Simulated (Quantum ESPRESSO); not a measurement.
## TiC in Quantum ESPRESSO: the effect of functional

The system is TiC.

```
CELL_PARAMETERS angstrom
0.00000 2.16572 2.16572
2.16572 0.00000 2.16572
2.16572 2.16572 0.00000
ATOMIC_POSITIONS crystal
Ti 0.00000 0.00000 0.00000
C 0.50000 0.50000 0.50000
```

The cell is a database's computed one.

Alike in all runs:

```yaml
Program: Quantum ESPRESSO 7.5
Task: phonon dispersion
Cutoff: 1143 eV
Density_cutoff: 4572 eV
k_mesh: 8 × 8 × 8
Occupations: cold, width 0.2 eV
Spin: no spin polarisation
```

Each run relaxes the cell or the atoms first.

Problem. One run gave: relaxed volume 9.68 Å³/atom; highest phonon frequency 748 cm⁻¹. Which functional did it use?
A. PBE
B. LDA
C. PBEsol

Solution. B.

```tsv
functional	potentials or basis	relaxed volume (Å³/atom)	highest phonon frequency (cm⁻¹)
LDA	PseudoDojo 0.4.1 SR LDA standard	9.68	748
PBE	PseudoDojo 0.4.1 SR PBE standard	10.17	720
PBEsol	PseudoDojo 0.4.1 SR PBEsol standard	9.90	735
```

Caveats: the mesh is thin for the phonons of a metal.
